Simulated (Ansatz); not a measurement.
# GaSb: the cost of one run

Program: Ansatz 0.2.0. Level of theory: DFT PBE, scalar-relativistic, plane waves, PAW. These are calculated values, not measurements.

19 further runs of the same task are left out: 19 set aside as unsound or not needed. Runs told in other sessions of the task aren't counted.

### Step 1. Starting point

The structure is orthorhombic, space group Immm (No. 71). The conventional cell has a = 3.212 Å, b = 5.190 Å, c = 5.766 Å, α = 90.00°, β = 90.00°, γ = 90.00°. Around Ga (site symmetry mmm) lie 6 Sb at 2.88 to 3.05 Å and 2 Ga at 3.21 Å. Sb (site symmetry mmm) is surrounded by 6 Ga at 2.88 to 3.05 Å and 2 Sb at 3.21 Å.

As a file:

```cif
data_structure
_symmetry_space_group_name_H-M 'P 1'
_symmetry_Int_Tables_number 1
_cell_length_a 4.1980
_cell_length_b 4.1980
_cell_length_c 4.1980
_cell_angle_alpha 135.020
_cell_angle_beta 103.645
_cell_angle_gamma 93.253
_cell_volume 48.05
loop_
_atom_site_label
_atom_site_type_symbol
_atom_site_fract_x
_atom_site_fract_y
_atom_site_fract_z
_atom_site_occupancy
Ga1 Ga 0.00000 0.00000 0.00000 1
Sb1 Sb 0.50000 0.50000 0.00000 1
```

It goes back to an entry of the Materials Project, which need not be the stable form.

It is the result of an earlier relaxation at this level (volume 24.02 Å³/atom; gap on the mesh: none (metal)).

### Step 2. What is varied

The energy is mapped over two homogeneous strains (x along [1 0 0], y along [0 1 0], z along [0 0 1] of the conventional cell).

The axes are (1) strain +e along x and -e along y: 7 values from −4.00 %; (2) strain +e along z and -e/2 along x and y: 7 values from −15 to 15 %.

Nothing else is relaxed (symmetry fixes all fractional coordinates). Energies count from the relaxed crystal. Points are written as (first, second).

### Step 3. Point (−2.67 %, −15 %)

input.yaml reads:

```yaml
crystal:
  lattice:
    - [-1.683369286, 2.8586566454, 2.4505063765]
    - [1.683369286, -2.8586566454, 2.4505063765]
    - [1.683369286, 2.8586566454, -2.4505063765]
  atoms:
    - { symbol: Ga, position: [0.0, 0.0, 0.0] }
    - { symbol: Sb, position: [0.5, 0.5, 0.0] }
basis:
  ecutwfc: 420
kpoints:
  mp_grid: { grid: [16, 16, 16] }
hamiltonian:
  xc: pbe
  pseudopotentials: { kind: paw, azcp: { folder: soft_1 } }
scf:
  occupations: { method: gaussian, width: 0.15 }
output:
  forces: true
  stress: true
  eigenvalues: true
```

Run with:

```sh
$ ansatz run input.yaml --threads 2 --pin off --max-ram 4096MiB --backend cpu --events-out ev --progress --plain --runs-dir out
```

Q: Estimate wall time and peak memory on 2 threads of Arm Neoverse V1, shared host.

About 15 s, with a peak of 0.66 GiB.
